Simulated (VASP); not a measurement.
Input of a VASP 6.6.1 run:

Contents of INCAR:

```
PREC     = Accurate       # precision mode
ENCUT    = 600            # plane-wave cutoff, eV
EDIFF    = 1E-6           # SCF threshold, eV
ISMEAR   = 0              # smearing method
SIGMA    = 0.03           # smearing width, eV
LREAL    = False          # projectors in reciprocal space
LASPH    = True           # aspherical terms in the spheres
NELM     = 80             # most SCF steps
ALGO     = Normal         # electronic algorithm
ISIF     = 3              # what is computed and relaxed
LWAVE    = False          # write WAVECAR
LCHARG   = False          # write CHGCAR
METAGGA  = R2SCAN         # meta-GGA
LMIXTAU  = True         
IBRION   = 2              # ionic algorithm
NSW      = 90             # ionic steps
EDIFFG   = -0.01          # ionic threshold
```

File KPOINTS:

```
regular mesh
0
Gamma
  10 10 10
```

POSCAR

```
SnTe
1.0
    0.0000000000      3.1508500000      3.1508500000
    3.1508500000      0.0000000000      3.1508500000
    3.1508500000      3.1508500000      0.0000000000
Sn Te
1 1
Direct
    0.0000000000      0.0000000000      0.0000000000
    0.5000000000      0.5000000000      0.5000000000
```

Potentials or basis: VASP PAW PBE potentials, release 64 (Sn_d, Te).

Launch:

```console
$ cat potpaw_PBE.64/Sn_d/POTCAR potpaw_PBE.64/Te/POTCAR > POTCAR
$ mpirun -np 1 vasp_std > vasp.out
```

Q: What does it give for the band gap on the k mesh?

A: 0.13 eV, direct.

Q: Predict the space group after relaxing (to 0.05 Å).

A: Fm-3m (No. 225).

Q: What does it give for the relaxed volume?

A: 32.33 Å³/atom.

Q: Estimate the relaxed cell.

A: a = 4.505 Å, b = 4.505 Å, c = 4.505 Å, α = 60.00°, β = 60.00°, γ = 60.00°.

Step by step:
| step | energy change (eV) | largest force (eV/Å) | pressure (GPa) | volume (Å³) |
| --- | --- | --- | --- | --- |
| 1 | 0.0000 | 0.0000 | 1.58 | 62.56 |
| 2 | -0.0090 | 0.0000 | -0.48 | 65.39 |
| 3 | -0.0101 | 0.0000 | 0.00 | 64.67 |

Caveat: the PAW data sets were made with another functional, which shifts forces and pressure a little; spin-orbit coupling is left out, which moves the levels of the heavy elements. A k mesh can miss the band edges.
